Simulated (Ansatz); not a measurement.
A run of Ansatz 0.2.0:

Contents of input.yaml:

```yaml
crystal:
  lattice:
    - [0.0, 2.1315, 2.1315]
    - [2.1315, 0.0, 2.1315]
    - [2.1315, 2.1315, 0.0]
  atoms:
    - { symbol: Co, position: [-0.007395, 0.008297, 0.015069], spin: 2.0 }
    - { symbol: O, position: [0.497125, 0.517157, 0.495314] }
hamiltonian:
  xc: pbesol
  pseudopotentials: { kind: paw }
magnetization:
  spin_polarized: true
kpoints:
  mp_grid: { grid: [11, 11, 11] }
scf:
  occupations: { method: fermi_dirac, width: 0.05 }
output:
  forces: true
  stress: true
  eigenvalues: true
```

Potentials or basis: Ansatz PAW.

Command:

```console
$ ansatz run input.yaml --threads 2 --pin off --max-ram 5632MiB --backend cpu --events-out ev --progress --plain --runs-dir out
```

Hardware: 2 threads of Arm Neoverse V1 (shared host).

Question: How long does it take, and how much memory?

Answer: Run time: 43 s on 2 threads of Arm Neoverse V1, with other jobs on the host, peak memory 0.72 GiB. Counts: scf iterations 13, plane waves 339, k points 666, bands 17.
